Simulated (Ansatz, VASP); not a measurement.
## Sb: VASP beside Ansatz

The input INCAR:

```
PREC = Accurate
ENCUT = 600
EDIFF = 1E-7
ISMEAR = -1
SIGMA = 0.05
LREAL = F
LASPH = T
NELM = 80
ALGO = Normal
ISIF = 3
LWAVE = F
LCHARG = F
GGA = RE
IVDW = 12
IBRION = 2
NSW = 60
EDIFFG = -0.01
```

File KPOINTS:

```
regular mesh
0
Gamma
  10 10 10
```

Contents of POSCAR:

```
Sb
1.0
   -1.8713408863      1.8713408863      1.8713408863
    1.8713408863     -1.8713408863      1.8713408863
    1.8713408863      1.8713408863     -1.8713408863
Sb
1
Direct
    0.0000000000      0.0000000000      0.0000000000
```

input.yaml

```yaml
crystal:
  lattice:
    - [-1.8713408863, 1.8713408863, 1.8713408863]
    - [1.8713408863, -1.8713408863, 1.8713408863]
    - [1.8713408863, 1.8713408863, -1.8713408863]
  atoms:
    - { symbol: Sb, position: [0.0, 0.0, 0.0] }
hamiltonian:
  xc: revpbe
  pseudopotentials: { kind: paw }
  dispersion: d3bj
kpoints:
  mp_grid: { grid: [10, 10, 10] }
scf:
  occupations: { method: fermi_dirac, width: 0.05 }
output:
  forces: true
  stress: true
  eigenvalues: true
relax:
  f_tol: 0.01
  max_steps: 40
  cell: { stress_tol: 0.05 }
```

This isn't the form of Sb at room conditions, which is rhombohedral.

Alike in both runs: task relaxation of cell and atoms; functional revPBE; dispersion D3(BJ); k mesh 10 × 10 × 10; occupations fermi-dirac, width 0.05 eV; no spin polarisation.

```csv
,VASP,Ansatz
version,VASP 6.6.1,Ansatz 0.2.0
potentials or method,"VASP PAW PBE potentials, release 64 (Sb)",Ansatz PAW
plane-wave cutoff (eV),600,420
valence electrons in the cell,5,15
```

```csv
,VASP,Ansatz,Ansatz less VASP
"gap on the k mesh at the Fermi level, each at its own relaxed structure (eV)",none,none,-
relaxed volume (Å³/atom),25.39,25.48,+0.082
relaxed cell length with the largest relative difference (Å),3.207,3.211,+0.0035
energy change over the relaxation (meV/atom),-5,-4,+0.9
```

A gap of «none» marks a metal or a gap that the smearing closes. The two sets of potentials don't hold the same shells in valence.

Caveats: pairwise dispersion overbinds metals, which lowers pressure and volume; the PAW data sets were made with another functional, which shifts forces and pressure a little (VASP); the plane-wave basis is chosen anew once the cell has moved, so the energies of steps on either side of that aren't comparable (Ansatz); the PAW data sets come from PBE, with cores solved anew for the run's functional, which leaves a small shift of forces and pressure (Ansatz). The runs have no spin-orbit coupling, so splittings on Sb are missing.
